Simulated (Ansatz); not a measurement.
Runs of Ansatz 0.2.0 on V. The structure is hexagonal, space group P6_3/mmc (No. 194). The conventional cell has a = 2.604 Å, b = 2.604 Å, c = 4.723 Å, α = 90.00°, β = 90.00°, γ = 120.00°. Around V (site symmetry -6m2) lie 12 V at 2.60 to 2.80 Å. This isn't the form of V at room conditions, which is bcc.

```tsv
task	level	spin	U	cutoff (eV)	basis error allowed	gap on the mesh (eV)	pressure (GPa)	moment (μB)
density of states	PBEsol	collinear, ferromagnetic start	-	262	0.001 eV/atom	none	-7.2	0.00
single point	PBEsol	collinear, ferrimagnetic start	-	262	0.001 eV/atom	none	-7.2	0.00
density of states	PBEsol+U	collinear, ferromagnetic start	V d U = 2 eV	262	0.001 eV/atom	none	(a)	1.29
band structure	LDA	collinear, ferromagnetic start	-	261	0.001 eV/atom	-	-12.9	0.00
```

Alike in all rows: potentials or basis all-electron LAPW, scalar-relativistic; cell as given; k mesh 12 × 12 × 6; smearing fermi-dirac 0.05 eV.

Task: Fill in the values left out.

Result: (a) -2.8.

Caveats: the magnetic state may not be the lowest (some runs); U is the effective U less J, on atomic orbitals that reach past the spheres (some runs); the U is typed as a test and isn't derived for this compound (some runs).

A k mesh can miss the band edges.

A gap of «none» marks a metal or a gap under the smearing width.

Not every run made on this cell is shown here.
